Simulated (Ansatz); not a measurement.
Cu:

```xyz
1
Lattice="-1.4428 1.4428 1.3761 1.4428 -1.4428 1.3761 1.4428 1.4428 -1.3761" Properties=species:S:1:pos:R:3 pbc="T T T"
Cu    0.0000    0.0000    0.0000
```

This isn't the form of Cu at room conditions, which is fcc.

Base run:

- Program: Ansatz 0.2.0
- Functional: LDA
- Potentials or basis: Ansatz PAW
- Cutoff: 420 eV (not typed: the program's choice for these potentials)
- k mesh: 13 × 13 × 13
- Occupations: fermi-dirac, width 0.05 eV
- Spin: no spin polarisation

Its results: band gap on the k mesh none (metal or under the smearing width); pressure -7.8 GPa.

Q: After a change of settings the same cell gave: band gap on the k mesh none (metal or under the smearing width); pressure 16.0 GPa. Which change was it?
A. functional from LDA to RPBE
B. functional from LDA to BLYP
C. functional from LDA to r2SCAN; cutoff from 420 eV (not typed: the program's choice for these potentials) to 500 eV (not typed: the program's choice for these potentials)
D. functional from LDA to PBEsol

A: B.

BLYP binds less tightly than LDA, so the same cell stands under more pressure.

Caveats: the PAW data sets come from PBE, with cores solved anew for the run's functional, which leaves a small shift of forces and pressure; so large a pressure means that the cell lies far from this level's equilibrium, or that cutoff or potentials fall short (some runs).

Runs at the PBE level aren't shown here.
